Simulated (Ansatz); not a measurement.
## SrO (zincblende) under strain

Zincblende SrO, relaxed with r2SCAN in Ansatz 0.2.0. The symmetry is F-43m (No. 216, cubic); a = 5.585 Å in the conventional setting, 21.77 Å³ an atom. Sr is surrounded by 4 O at 2.42 Å; O is surrounded by 4 Sr at 2.42 Å.

The axes x, y and z are those of this cell:
```
Sr O
1.0
     0.00000    2.79228    2.79228
     2.79228    0.00000    2.79228
     2.79228    2.79228    0.00000
Sr O
1 1
Direct
  0.00000 0.00000 0.00000
  0.25000 0.25000 0.25000
```

Unstrained: The PBE gap is indirect, 2.519 eV (W to Γ), below the direct gap of 3.363 eV at Γ. r2SCAN gives an indirect gap of 2.889 eV, from W to Γ; the least direct gap is 3.733 eV at Γ. HSE06 gives an indirect gap of 3.851 eV, from W to Γ; the least direct gap is 4.737 eV at Γ. Meshes: PBE 8×8×8, r2SCAN 8×8×8, HSE06 6×6×6. Strains are changes of length per length, and xy shears are angles. After each strain the atoms were relaxed again with r2SCAN within the symmetry that the strain leaves, so tilts or polar shifts that break it weren't tested; points keep the names that they have in the unstrained zone. Note: simulated data, non-magnetic, for a generated structure that need not be the stable one.

Changes of the least gap in eV (an overlap counts as a negative gap):
```
                                                                   strain  volume change (%)  space group     PBE  r2SCAN   HSE06  energy rise, r2SCAN (meV/atom)
             epitaxial -0.5 % in the xy plane, free normal strain +0.83 %               -0.2        I-4m2  -0.001  -0.001       –                             0.1
                                              uniaxial +0.5 % along [111]               +0.5          R3m  -0.013  -0.014  -0.015                             0.2
                                                  uniaxial +1.5 % along z               +1.5        I-4m2  -0.044  -0.045       –                             1.1
                              xy shear, engineering strain (angle) +2.5 %                0.0         Imm2  -0.001  -0.002       –                             1.1
epitaxial +2.5 % in the plane normal to [111], free normal strain -2.47 %               +2.5          R3m  -0.069  -0.068  -0.079                             8.5
```

Epitaxial -0.5 % in the xy plane, free normal strain +0.83 %. r2SCAN: the gap goes from 2.889 to 2.888 eV (-0.001 eV). Stress change with r2SCAN, compression positive: xx +0.16, yy +0.16, zz +0.01 GPa.

Uniaxial +0.5 % along [111], other directions held. HSE06: the gap goes from 3.851 to 3.836 eV (-0.015 eV). Stress change with r2SCAN, compression positive: xx -0.32, yy -0.32, zz -0.32, xy -0.09, xz -0.09, yz -0.09 GPa.

Uniaxial +1.5 % along z, other directions held. r2SCAN: the gap goes from 2.889 to 2.844 eV (-0.045 eV). Stress change with r2SCAN, compression positive: xx -0.89, yy -0.89, zz -1.08 GPa.

Xy shear, engineering strain (angle) +2.5 %. r2SCAN: the gap goes from 2.889 to 2.887 eV (-0.002 eV). Stress change with r2SCAN, compression positive: xx 0.00, yy 0.00, zz -0.04, xy -0.66 GPa.

Epitaxial +2.5 % in the plane normal to [111], free normal strain -2.47 %. HSE06: the gap goes from 3.851 to 3.772 eV (-0.079 eV). Stress change with r2SCAN, compression positive: xx -1.63, yy -1.63, zz -1.63, xy +0.82, xz +0.82, yz +0.82 GPa.

The meshes of the hybrids are coarse, so their gaps aren't converged to the digits shown.
